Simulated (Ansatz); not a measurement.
## Pt (hcp): energy against volume

Theory: Ansatz 0.2.0, DFT, PBE, plane waves (420 eV) with PAW, scalar-relativistic.

The cell is scaled uniformly from the relaxed one, with fractional coordinates and shape fixed. Energies are extrapolated to zero smearing, pressures are those at the given smearing. Magnetic state: spin not included.

A Birch-Murnaghan fit gives V₀ = 15.74 Å³/atom, B₀ = 243 GPa, B₀′ = 5.5.

Question: What are the energy above the minimum and the pressure at 14.507 Å³/atom?

Answer: 88.1 meV/atom and 25.35 GPa as computed.

Question: What are the energy above the minimum and the pressure at 16.399 Å³/atom?

Answer: 19.0 meV/atom and -8.49 GPa as computed.

Question: What are the energy above the minimum and the pressure at 17.661 Å³/atom?

Answer: 138.4 meV/atom and -19.99 GPa as computed.
